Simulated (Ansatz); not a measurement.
## Defect states of C on the B site plus C on the P site in BP

Wanted: localised states, quasiparticle levels and excitons of C on the B site plus C on the P site in BP.

Method: LDA, HSE06 and G0W0 in a supercell, plane waves, PAW, in Ansatz 0.2.0.

## (1) Set-up

The cell holds 32 atoms: 2 C, 15 B and 15 P. Cell: a = 7.860 Å, b = 7.860 Å, c = 7.860 Å, α = 109.5°, β = 109.5°, γ = 109.5°. It derives from BP. Nearest the centre at fractional (0.000, 0.125, 0.000): C1 at 0.78 Å, C17 at 0.91 Å, B5 at 2.23 Å, B2 at 2.23 Å, B16 at 2.23 Å, P20 at 2.39 Å, P22 at 2.39 Å, P29 at 2.39 Å.

The structure was relaxed with LDA (ions only). The runs that relaxed it are not among those shown.

## (2) The perfect supercell: LDA

This step: DFT, LDA, plane waves, PAW; PAW set soft_1.

Input file input.yaml:

```yaml
crystal:
  lattice:
    - [-4.538, 4.538, -4.538]
    - [4.538, 4.538, 4.538]
    - [4.538, -4.538, -4.538]
  atoms:
    - { symbol: B, position: [0.0, 0.0, 0.0] }
    - { symbol: B, position: [0.25, 0.5, 0.25] }
    - { symbol: B, position: [0.5, 0.0, 0.5] }
    - { symbol: B, position: [0.75, 0.5, 0.75] }
    - { symbol: B, position: [0.75, 0.25, 0.0] }
    - { symbol: B, position: [0.0, 0.75, 0.25] }
    - { symbol: B, position: [0.25, 0.25, 0.5] }
    - { symbol: B, position: [0.5, 0.75, 0.75] }
    - { symbol: B, position: [0.5, 0.5, 0.0] }
    - { symbol: B, position: [0.75, 0.0, 0.25] }
    - { symbol: B, position: [0.0, 0.5, 0.5] }
    - { symbol: B, position: [0.25, 0.0, 0.75] }
    - { symbol: B, position: [0.25, 0.75, 0.0] }
    - { symbol: B, position: [0.5, 0.25, 0.25] }
    - { symbol: B, position: [0.75, 0.75, 0.5] }
    - { symbol: B, position: [0.0, 0.25, 0.75] }
    - { symbol: P, position: [0.0, 0.25, 0.0] }
    - { symbol: P, position: [0.25, 0.75, 0.25] }
    - { symbol: P, position: [0.5, 0.25, 0.5] }
    - { symbol: P, position: [0.75, 0.75, 0.75] }
    - { symbol: P, position: [0.75, 0.5, 0.0] }
    - { symbol: P, position: [0.0, 0.0, 0.25] }
    - { symbol: P, position: [0.25, 0.5, 0.5] }
    - { symbol: P, position: [0.5, 0.0, 0.75] }
    - { symbol: P, position: [0.5, 0.75, 0.0] }
    - { symbol: P, position: [0.75, 0.25, 0.25] }
    - { symbol: P, position: [0.0, 0.75, 0.5] }
    - { symbol: P, position: [0.25, 0.25, 0.75] }
    - { symbol: P, position: [0.25, 0.0, 0.0] }
    - { symbol: P, position: [0.5, 0.5, 0.25] }
    - { symbol: P, position: [0.75, 0.0, 0.5] }
    - { symbol: P, position: [0.0, 0.5, 0.75] }
kpoints:
  mp_grid: { grid: [2, 2, 2] }
hamiltonian:
  xc: lda
  pseudopotentials: { kind: paw, azcp: { folder: soft_1 }, xc_functional: pbe }
scf:
  occupations: { method: fixed }
  n_extra_bands: 11
output:
  eigenvalues: true
```

On the command line:

```console
ansatz run input.yaml --threads 4 --pin off --max-ram 17510MiB --backend cpu --events-out ev --progress --plain --runs-dir out
```

Numbers of over 12 decimals in the logs are rounded to 6 here.

The log of the run:

```text
scf.n_extra_bands = 11 over 64 filled bands (N_el = 128.0): the run solves 75 bands
Engine: ansatz 0.2.0, aarch64-unknown-linux-gnu
Pseudopotentials: kind: paw
Pseudopotential: B, paw, valence charge 3, recommended cutoff 420 eV (normal), soft_1/B.paw.azcp
Pseudopotential: P, paw, valence charge 5, recommended cutoff 420 eV (normal), soft_1/P.paw.azcp
Functional definition: SPW92
  exchange = slater_x
  correlation = pw_c
[...]
E_core_change = 2.610974  (= ΣΔE_core)
  E_smearing   = -0.000000  (= −TS)
  E_closure    = 0.000000  (closes the sum)
  Σ components = -14025.928147   (vs F -14025.928147, Δ=0.00e0)
--- Band table (eV) ---
  k-point 0: bands = [... 60 lower, 7.1099, 9.0366, 9.0366, 9.0366, 10.3366, 10.3366, 10.3366, 10.5813, ... 7 higher]
  k-point 1: bands = [... 60 lower, 6.7516, 6.7516, 8.6007, 8.6007, 11.1145, 11.1145, 11.9137, 11.9137, ... 7 higher]
  k-point 2: bands = [... 60 lower, 7.2883, 7.2883, 7.2883, 7.2883, 10.7961, 10.7961, 10.7961, 10.7961, ... 7 higher]
[key lines of the parts left out:]
SCF converged after 7 iterations
Free energy (F): -14025.928147 eV
Fermi energy:    9.036637 eV
```

The job ended after 1.8 s (4 threads of Arm Neoverse V1, shared host; peak memory 0.71 GiB).

This step gave:

```yaml
gap: 1.300 eV
valence_top_at: k = Γ
conduction_bottom_at: k = Γ
least_direct_gap: 1.300 eV
```

In a supercell the zone is folded, so edges from different points of the primitive zone can meet at one k.

## (3) The perfect supercell: G0W0

Now the one-shot GW correction: screening in the RPA, then the self-energy of the levels asked for. This step takes PAW set soft_1 files.

This step: G0W0 on LDA, plane waves, PAW; PAW set soft_1.

Changes to input.yaml since step 2:

```diff
@@ -45,4 +45,6 @@
   occupations: { method: fixed }
-  n_extra_bands: 11
-output:
-  eigenvalues: true
+gw:
+  n_empty_bands: 394
+  ecut_chi: 85.0
+  qp_bands: [v5, c5]
+  screening: { model: contour_deformation }
```

The log of the run:

```text
[...]
Crystal: 32 atoms, lattice volume = 373.812 Å³
Basis set: ecut = 420 eV, 7395 PW (Γ)
Bands: 96, of which v1, the nominal top of the filled ones, is band 64 counted from 1 (63 counted from 0)
Symmetry: 384 space group operations
[...]
k-points: 3 of 8
[...]
0    67     10.3366    -7.2943    -3.9204   -11.8854  0.8020    11.0107    11.0073  root
[...]
2    66     10.7961    -8.0165    -3.8888   -12.7122  0.7994    11.6080    11.6030  root
     2    67     10.7961    -8.0165    -3.8888   -12.7122  0.7994    11.6080    11.6030  root
     2    68     10.7961    -8.0165    -3.8888   -12.7122  0.7994    11.6080    11.6030  root
     2    69     10.7961    -8.0165    -3.8888   -12.7122  0.7994    11.6080    11.6030  root
[key lines of the parts left out:]
SCF converged after 7 iterations
Free energy (F): -14025.928147 eV
Fermi energy:    9.036625 eV
```

Run time: 84 s. Hardware: 4 threads; peak memory 2.5 GiB.

Numbers from this step:

| Property | Result |
| --- | --- |
| bands summed | 458 |
| RPA ε∞ on this mesh (eigenvalues) | 9.473, 9.473, 9.473 |
| plane waves in the screening matrix | 675 |
| G0W0 gap on the mesh | 1.817 eV |
| k of the valence top | 0, 0, 0 |
| k of the conduction bottom | 0, 0, 0 |
| starting gap on the mesh | 1.300 eV |
| least direct G0W0 gap on the computed points | 1.817 eV |

The gap on the mesh goes from 1.30 eV to 1.82 eV, a correction of +0.52 eV. Between the two edge states, bare exchange in place of the xc potential would open the gap by 6.06 eV, and correlation takes back 5.55 eV.

## (4) The perfect supercell: HSE06

HSE06 mixes in a quarter of exact exchange at short range. Exchange couples all pairs of k points, which makes a full band path dear, so levels are read on the mesh and at chosen points.

This step: DFT, HSE06, plane waves, PAW; PAW set soft_1.

Changes to input.yaml since step 3:

```diff
@@ -41,10 +41,8 @@
 hamiltonian:
-  xc: lda
-  pseudopotentials: { kind: paw, azcp: { folder: soft_1 }, xc_functional: pbe }
+  xc: hse06
+  pseudopotentials: { kind: paw, azcp: { folder: soft_1 } }
 scf:
   occupations: { method: fixed }
-gw:
-  n_empty_bands: 394
-  ecut_chi: 85.0
-  qp_bands: [v5, c5]
-  screening: { model: contour_deformation }
+  n_extra_bands: 7
+output:
+  eigenvalues: true
```

The log of the run:

```text
[...]
davidson cushion auto → on  (no smearing: the cushion is to keep the highest requested band from converging to the state above it; pin scf.eigensolver.cushion to override)
Crystal: 32 atoms, lattice volume = 373.812 Å³
Basis set: ecut = 420 eV, 7395 PW (Γ)
Bands: 71, of which v1, the nominal top of the filled ones, is band 64 counted from 1 (63 counted from 0)
Symmetry: 384 space group operations
[...]
k-points: 3 of 8
[...]
Free energy (F): -14610.087008 eV
Frozen-core exchange: fock
[...]
Internal energy: -14610.087008 eV  (E = F + TS)
E sigma→0 (E₀):  -14610.087008 eV
Fermi energy:    8.825908 eV
[...]
--- Band table (eV) ---
  k-point 0: bands = [... 60 lower, 6.7120, 8.8259, 8.8259, 8.8259, 10.8915, 10.8915, 10.8915, 11.2355, ... 3 higher]
  k-point 1: bands = [... 60 lower, 6.3836, 6.3836, 8.3457, 8.3457, 11.7617, 11.7617, 12.6093, 12.6093, ... 3 higher]
  k-point 2: bands = [... 60 lower, 6.8976, 6.8976, 6.8976, 6.8976, 11.4251, 11.4251, 11.4251, 11.4251, ... 3 higher]
```

It took 28 s on 4 threads; peak memory 2.5 GiB; 1.7 min of CPU time.

This step gave:

| Item | Value |
| --- | --- |
| gap | 2.066 eV |
| valence top at | k = Γ |
| conduction bottom at | k = Γ |
| least direct gap | 2.066 eV |

The gap stands +0.77 eV against LDA.

## (5) Is the closed shell lowest? The triplet at this geometry

This step: DFT, LDA, plane waves, PAW; PAW set soft_1.

Input file input.yaml:

```yaml
crystal:
  lattice:
    - [-4.538, 4.538, -4.538]
    - [4.538, 4.538, 4.538]
    - [4.538, -4.538, -4.538]
  atoms:
    - { symbol: C, position: [0.0, 0.0260154203, 0.0] }
    - { symbol: B, position: [0.2193198055, 0.4658448671, 0.2193198055] }
    - { symbol: B, position: [0.4981012663, -0.0039897023, 0.4981012663] }
    - { symbol: B, position: [0.7552803435, 0.5072472269, 0.7552803435] }
    - { symbol: B, position: [0.7806801945, 0.2465250615, 0.0] }
    - { symbol: B, position: [0.0, 0.7519668834, 0.2447196565] }
    - { symbol: B, position: [0.2481844106, 0.2508451974, 0.499197382] }
    - { symbol: B, position: [0.500802618, 0.7516478155, 0.7489870287] }
    - { symbol: B, position: [0.5018987337, 0.4979090314, 0.0] }
    - { symbol: B, position: [0.7518155894, 0.0026607868, 0.2510129713] }
    - { symbol: B, position: [0.0, 0.4979090314, 0.5018987337] }
    - { symbol: B, position: [0.2510129713, 0.0026607868, 0.7518155894] }
    - { symbol: B, position: [0.2447196565, 0.7519668834, 0.0] }
    - { symbol: B, position: [0.499197382, 0.2508451974, 0.2481844106] }
    - { symbol: B, position: [0.7489870287, 0.7516478155, 0.500802618] }
    - { symbol: B, position: [0.0, 0.2465250615, 0.7806801945] }
    - { symbol: C, position: [0.0, 0.2405211545, 0.0] }
    - { symbol: P, position: [0.2446290735, 0.7406656044, 0.2446290735] }
    - { symbol: P, position: [0.5007561059, 0.2519070226, 0.5007561059] }
    - { symbol: P, position: [0.7574079174, 0.7628724871, 0.7574079174] }
    - { symbol: P, position: [0.7553709265, 0.4960365309, 0.0] }
    - { symbol: P, position: [0.0, 0.0054645698, 0.2425920826] }
    - { symbol: P, position: [0.2470699611, 0.4967519772, 0.4929348043] }
    - { symbol: P, position: [0.5070651957, 0.0038171729, 0.7541351568] }
    - { symbol: P, position: [0.4992438941, 0.7511509168, 0.0] }
    - { symbol: P, position: [0.7529300389, 0.2496820161, 0.2458648432] }
    - { symbol: P, position: [0.0, 0.7511509168, 0.4992438941] }
    - { symbol: P, position: [0.2458648432, 0.2496820161, 0.7529300389] }
    - { symbol: P, position: [0.2425920826, 0.0054645698, 0.0] }
    - { symbol: P, position: [0.4929348043, 0.4967519772, 0.2470699611] }
    - { symbol: P, position: [0.7541351568, 0.0038171729, 0.5070651957] }
    - { symbol: P, position: [0.0, 0.4960365309, 0.7553709265] }
kpoints:
  mp_grid: { grid: [2, 2, 2] }
hamiltonian:
  xc: lda
  pseudopotentials: { kind: paw, azcp: { folder: soft_1 }, xc_functional: pbe }
scf:
  occupations: { method: fermi_dirac, width: 0.01 }
  n_extra_bands: 14
output:
  eigenvalues: true
magnetization:
  spin_polarized: true
  initial_magnetization: 2.0
  spin_locking: { lock_magnetization: hard }
```

The log of the run:

```text
Warning: the band count 79 (scf.n_extra_bands) hosts the net moment |M| = 2.0000 μB (N_el = 128) but caps the reachable moment at 2·n_bands − N_el = 30.0000 μB, below the 97 bands that the automatic rule leaves for it — a moment growing past the seed, or the majority channel's smearing tail, pins there with fewer empty majority states than that count leaves; raise or omit scf.n_extra_bands unless the cap is intended
[...]
k-point 0 ↑: bands = [... 60 lower, 7.0929, 8.6459, 8.6949, 8.6949, 9.7228, 10.1303, 10.1303, 10.2528, ... 11 higher]
  k-point 1 ↑: bands = [... 60 lower, 6.6803, 6.7481, 8.0926, 8.3677, 10.5542, 10.9209, 11.3703, 11.3803, ... 11 higher]
  k-point 2 ↑: bands = [... 60 lower, 6.6536, 6.6622, 8.1082, 8.3667, 10.5249, 10.8973, 11.2323, 11.4940, ... 11 higher]
  k-point 3 ↓: bands = [... 60 lower, 7.1217, 7.1707, 7.2528, 7.2528, 10.1137, 10.5379, 10.5379, 10.5388, ... 11 higher]
[key lines of the parts left out:]
SCF converged after 10 iterations
Magnetization: 2.0000 μB (65.0000 up, 63.0000 down)
Free energy (F): -13630.388481 eV
Fermi energy:    9.445765 (↑ 10.455041, ↓ 8.436489) eV
```

Elapsed: 5.2 s, on 4 threads; peak memory 0.97 GiB.

## (6) The defect cell: LDA

Changes to input.yaml since step 5:

```diff
@@ -44,9 +44,17 @@
 scf:
-  occupations: { method: fermi_dirac, width: 0.01 }
-  n_extra_bands: 14
+  occupations: { method: fixed }
+  n_extra_bands: 11
 output:
   eigenvalues: true
-magnetization:
-  spin_polarized: true
-  initial_magnetization: 2.0
-  spin_locking: { lock_magnetization: hard }
+  band_densities:
+    - { bands: [v5, v5] }
+    - { bands: [v4, v4] }
+    - { bands: [v3, v3] }
+    - { bands: [v2, v2] }
+    - { bands: [v1, v1] }
+    - { bands: [c1, c1] }
+    - { bands: [c2, c2] }
+    - { bands: [c3, c3] }
+    - { bands: [c4, c4] }
+    - { bands: [c5, c5] }
+  volumetric_format: npy
```

The log of the run:

```text
[...]
Crystal: 32 atoms, lattice volume = 373.812 Å³
Basis set: ecut = 420 eV, 7395 PW (Γ)
Bands: 75, of which v1, the nominal top of the filled ones, is band 64 counted from 1 (63 counted from 0)
Symmetry: 6 space group operations
[...]
k-points: 4 of 8
[...]
SCF iter   1: F=—  HF=-13644.068348 eV  |F-HF|=—  |Δ(HF+E_count)|=         —  Δρ=8.81e-2  dr2=3.55e1  ethr=3.10e-3  ⟨swp⟩=5.8  Hψ=1273  notcnv=0  defer=31
[...]
SCF iter   9: F=-13631.995280 eV  HF=-13631.995280 eV  |F-HF|=3.33e-10  |Δ(HF+E_count)|=   5.30e-8  Δρ=1.85e-6  dr2=1.30e-8  ethr=7.81e-11  ⟨swp⟩=22.5  Hψ=1864  notcnv=0
SCF 1 converged in 9 iterations: F = -13631.995280 eV  dr2 = 1.30e-8
[...]
SCF converged after 9 iterations
Free energy (F): -13631.995280 eV
[...]
Internal energy: -13631.995280 eV  (E = F + TS)
E sigma→0 (E₀):  -13631.995280 eV
Fermi energy:    8.785219 eV
[...]
--- Band table (eV) ---
  k-point 0: bands = [... 60 lower, 7.1954, 8.7320, 8.7852, 8.7852, 9.7564, 10.1783, 10.1783, 10.2977, ... 7 higher]
  k-point 1: bands = [... 60 lower, 6.7728, 6.8522, 8.1692, 8.4609, 10.5881, 10.9771, 11.4037, 11.4152, ... 7 higher]
  k-point 2: bands = [... 60 lower, 6.7319, 6.7583, 8.1740, 8.4707, 10.5496, 10.9589, 11.2681, 11.5409, ... 7 higher]
  k-point 3: bands = [... 60 lower, 7.1301, 7.1752, 7.2544, 7.2544, 10.0640, 10.5086, 10.5086, 10.5202, ... 7 higher]
--- Band densities, each state counted as filled ---
  window                                       electrons  max residual (eV)  cut levels
  bands: [v5, v5]                               2.000000             1.9e-5           2
  bands: [v4, v4]                               2.000000             1.9e-5           1
  bands: [v3, v3]                               2.000000             3.0e-5           0
  bands: [v2, v2]                               2.000000             3.1e-5           2
  bands: [v1, v1]                               2.000000             3.1e-5           2
  bands: [c1, c1]                               2.000000             2.9e-4           0
  bands: [c2, c2]                               2.000000             3.9e-4           2
  bands: [c3, c3]                               2.000000             3.9e-4           2
  bands: [c4, c4]                               2.000000             2.9e-4           1
  bands: [c5, c5]                               2.000000             8.7e-7           2
```

The job ended after 8.2 s (4 threads; peak memory 0.98 GiB; 32 s of CPU time).

The column dr2 measures how far the density is from self-consistency, as an energy; F and HF (Harris–Foulkes) agree once it is small.

This step gave:

| Property | Result |
| --- | --- |
| highest filled to lowest empty level | 0.9712 eV |
| highest filled level at | k = Γ |
| lowest empty level at | k = Γ |
| least direct gap | 0.9712 eV |

Levels on the run's own zero; densities are means over the k mesh. Frontier bands, by row:

```tsv
band	lowest (eV)	highest (eV)	share of its density within 3 A of the centre	share of the cell's volume	participation ratio
v5	6.677	7.13	0.2361	0.3025	0.4682
v4	6.732	7.195	0.3089	0.3025	0.449
v3	6.758	8.732	0.3797	0.3025	0.3722
v2	7.254	8.785	0.3574	0.3025	0.4413
v1	7.254	8.785	0.2763	0.3025	0.4349
c1	9.756	10.59	0.3801	0.3025	0.4334
c2	10.18	10.98	0.2404	0.3025	0.8208
c3	10.18	11.4	0.3824	0.3025	0.4604
c4	10.3	11.54	0.3147	0.3025	0.5873
c5	10.3	11.59	0.3188	0.3025	0.7092
```

Band density in the bc plane at fractional x = 1.000, through the centre, with atoms of C and B and P within 0.45 Å of it.

Values in units of 1e-2 Å⁻³, 12 rows by 16 columns, each cell a mean:
```
0.5 0.1 0.2 1.2 1.0 0.3 0.1 0.1 0.0 0.0 0.0 0.0 0.0 0.0 0.1 0.3
0.1 0.1 0.3 0.8 1.3 1.1 0.7 0.5 0.2 0.4 0.3 0.1 0.1 0.1 0.1 0.2
0.0 0.1 0.5 1.1 1.1 1.3 1.4 0.8 0.2 0.6 0.3 0.1 0.0 0.1 0.1 0.0
0.0 0.2 0.9 1.1 0.3 0.4 1.1 1.3 1.1 0.6 0.2 0.1 0.1 0.1 0.0 0.0
0.0 0.2 0.3 0.2 0.0 0.2 0.7 1.6 1.7 0.9 0.5 0.6 0.5 0.3 0.1 0.0
0.0 0.0 0.1 0.0 0.0 0.1 0.3 1.1 1.5 1.1 1.0 0.8 0.3 0.3 0.1 0.0
0.1 0.1 0.1 0.0 0.0 0.1 0.4 1.1 1.2 0.7 0.5 0.6 1.5 1.2 0.3 0.0
0.4 0.5 0.2 0.0 0.1 0.2 0.4 0.5 0.3 0.2 0.3 1.2 2.2 1.3 0.3 0.1
0.3 0.4 0.1 0.0 0.0 0.1 0.1 0.1 0.0 0.0 0.2 0.7 1.5 0.8 0.3 0.3
0.1 0.1 0.0 0.0 0.0 0.0 0.0 0.0 0.0 0.1 0.3 0.9 0.5 0.2 0.2 0.2
0.2 0.2 0.1 0.2 0.4 0.3 0.1 0.1 0.0 0.1 0.2 0.3 0.1 0.0 0.1 0.1
0.5 0.2 0.0 0.5 1.0 0.2 0.0 0.0 0.0 0.0 0.0 0.0 0.0 0.0 0.0 0.1
```
Columns run along b (7.9 Å), rows up along c (7.9 Å). Atoms in or near the plane, at fractional coordinates: C at (0.03, 0.00), B at (0.75, 0.24), B at (0.50, 0.50), B at (0.25, 0.78), C at (0.24, 0.00), P at (0.01, 0.24), P at (0.75, 0.50), P at (0.50, 0.76).

Band density in the bc plane at fractional x = 1.000, through the centre, with atoms of C and B and P within 0.45 Å of it.

Ten steps, logarithmic in the rise over the least value, from '_' (0.00 × 1e-2 Å⁻³) to '@' (4.02 × 1e-2 Å⁻³), each cell a mean:
```
..::--++%%@@##==--::..::::::::..____________
..::--**%%@@%%##**++==--------::..__..______
__..--++##%%@@%%%%##**====++++--::......____
__..--++**%%@@@@@@@@##==**##**==::......____
__..==**####@@@@@@@@%%==####**==::......____
..--++%%@@##**%%@@@@##==##**++::______....__
..==**%%%%**==##%%%%##****++--........::..__
..==**##**==--++**####****==------------::..
..--++++++::::--==++******++++++++++++==--..
__::====--....::----++********##**++++++--..
__..::::::__..::--==++**########==--++==--..
__..::::......--==++**++******++==++++==--..
__::----::..::--==========++++++****++==--..
::--==--::..::------::::::--==++******++==--
--==++==::....::::..____..--==******##****++
::++**==::..........____..--++##**##%%####**
..++++==::..........____::==**%%########%%**
..----::..__..........__::++##%%**++**####++
..::::....--====----::..::==****==--==++++--
__....::==**##**==--::..::==++==::..::----..
..::::--**%%%%**==::....::::--::..__....____
..::----**%%##--..____..::::..______________
```
Columns run along b (7.9 Å), rows up along c (7.9 Å). Atoms in or near the plane, at fractional coordinates: C at (0.03, 0.00), B at (0.75, 0.24), B at (0.50, 0.50), B at (0.25, 0.78), C at (0.24, 0.00), P at (0.01, 0.24), P at (0.75, 0.50), P at (0.50, 0.76).

The triplet lies +1.61 eV from this closed shell.

(Continued in part 2 of 2.)

[Paths, hosts, dates, memory and timing lines, banners, echoed tables and standing remarks are left out of the program output.]

[Logs are printed without paths, hosts, clocks, repeated set-up lines and the standing remarks that a program may print on its own settings, such as how far it seeks lower states.]

[Runs of the session that timed out or met a known fault of the program may be left out.]

[Cells called generated may have been cut or substituted from an entry of the Crystallography Open Database or the Materials Project.]

[Hosts, paths, dates, database ids (printed as entryN), source tags and the programs' standing remarks are cut or masked in the printed files.]
